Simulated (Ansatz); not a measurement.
# LiNbO3: the cost of one run

Program: Ansatz 0.2.0. Level of theory: reference: DFT PBE, plane waves, PAW, scalar-relativistic, no spin polarisation. These are calculated values, not measurements.

The COD cell was measured well above room temperature, so it is larger than a cold one.

### Step 1. The system as given

The structure is trigonal, space group R-3c (No. 167). Conventional cell: a = 5.369 Å, b = 5.369 Å, c = 14.048 Å, α = 90.00°, β = 90.00°, γ = 120.00°. Li (site symmetry 32) is surrounded by 3 O at 2.11 Å. Around Nb (site symmetry -3) lie 6 O at 2.02 Å. O (site symmetry 2) has 2 Nb at 2.02 to 2.03 Å and 1 Li at 2.11 Å as nearest neighbours.

Coordinates:

```cif
data_structure
_symmetry_space_group_name_H-M 'R-3c:H'
_symmetry_Int_Tables_number 167
_cell_length_a 5.3692
_cell_length_b 5.3692
_cell_length_c 14.0481
_cell_angle_alpha 90.000
_cell_angle_beta 90.000
_cell_angle_gamma 120.000
_cell_volume 350.73
loop_
_atom_site_label
_atom_site_type_symbol
_atom_site_symmetry_multiplicity
_atom_site_Wyckoff_symbol
_atom_site_fract_x
_atom_site_fract_y
_atom_site_fract_z
_atom_site_occupancy
Li1 Li 6 a 0.33333 0.66667 0.41667 1
Nb1 Nb 6 b 0.00000 0.00000 0.50000 1
O1 O 18 e 0.39315 0.00000 0.25000 1
```

### Step 2. Reference

input.yaml

```yaml
crystal:
  lattice:
    - [5.369245, 0.0, 0.0]
    - [-2.684623, 4.649906, 0.0]
    - [-2.684623, 1.549969, 4.682698]
  atoms:
    - { symbol: Li, position: [0.25, 0.75, 0.75] }
    - { symbol: Li, position: [0.75, 0.25, 0.25] }
    - { symbol: Nb, position: [0.0, 0.0, 0.0] }
    - { symbol: Nb, position: [0.5, 0.5, 0.5] }
    - { symbol: O, position: [0.1431, 0.25, 0.2499] }
    - { symbol: O, position: [0.75, 0.6432, 0.2499] }
    - { symbol: O, position: [0.3568, 0.8569, 0.2499] }
    - { symbol: O, position: [0.8569, 0.75, 0.7501] }
    - { symbol: O, position: [0.25, 0.3568, 0.7501] }
    - { symbol: O, position: [0.6432, 0.1431, 0.7501] }
  symmetry: { tolerance: 0.0003 }
kpoints:
  mp_grid: { grid: [4, 4, 4], shift: [0, 0, 0] }
magnetization:
  spin_polarized: false
scf:
  occupations: { method: fermi_dirac }
hamiltonian:
  pseudopotentials: { kind: paw }
  xc: pbe
basis:
  ecutwfc: 420
output:
  forces: true
  stress: true
  eigenvalues: true
  write_density: true
  write_potential: true
  elf: true
  volumetric_format: npy
```

Command:

```
> ansatz run input.yaml --threads 1 --pin off --max-ram 2560MiB --backend cpu --events-out ev --progress --plain --runs-dir out
```

What time and memory should one allow on 1 thread of AMD EPYC 9R14 (Zen 4), shared host?

About 3 s, with a peak of 0.45 GiB.
